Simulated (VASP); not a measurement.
A run of VASP 6.6.1 is set up as follows.

File INCAR:

```
SYSTEM = FeS2
ALGO     = Normal         ! electronic algorithm
EDIFF    = 1E-6           ! SCF threshold, eV
ENCUT    = 420            ! plane-wave cutoff, eV
GGA      = PS             ! functional
ISIF     = 2              ! what is computed and relaxed
ISMEAR   = 0              ! smearing method
LASPH    = .TRUE.         ! aspherical terms in the spheres
LCHARG   = .FALSE.        ! write CHGCAR
LREAL    = .FALSE.        ! projectors in reciprocal space
LWAVE    = .FALSE.        ! write WAVECAR
NELM     = 120            ! most SCF steps
PREC     = Accurate       ! precision mode
SIGMA    = 0.02           ! smearing width, eV
```

Contents of KPOINTS:

```
k-points
0
G
  6 5 8
  0 0 0
```

Contents of POSCAR:

```
FeS2
1.0
    4.4400000000      0.0000000000      0.0000000000
    0.0000000000      5.3900000000      0.0000000000
    0.0000000000      0.0000000000      3.3700000000
Fe S
2 4
Direct
    0.0000000000      0.0000000000      0.0000000000
    0.5000000000      0.5000000000      0.5000000000
    0.2030000000      0.3750000000      0.0000000000
    0.2970000000      0.8750000000      0.5000000000
    0.7970000000      0.6250000000      0.0000000000
    0.7030000000      0.1250000000      0.5000000000
```

Potentials or basis: VASP PAW PBE potentials, release 64 (Fe, S).

Launch:

```bash
$ cat potpaw_PBE.64/Fe/POTCAR potpaw_PBE.64/S/POTCAR > POTCAR
$ mpirun -np 1 vasp_std > vasp.out
```

**Question.** Estimate the largest force.

**Answer.** 0.249 eV/Å.

**Question.** Predict the pressure.

**Answer.** -5.4 GPa.

**Question.** Estimate the band gap on the k mesh.

**Answer.** 0.84 eV, indirect (least direct gap 1.08 eV).

Stress tensor (GPa, compression positive):
```
-6.08  0.00  0.00
 0.00 -4.88  0.00
 0.00  0.00 -5.36
```

Caveat: the PAW data sets were made with another functional, which shifts forces and pressure a little; an odd mesh through Γ misses points on the zone boundary, where band edges often lie. Spin polarisation is off, so any magnetic state and its effect on volume and gap are missing.
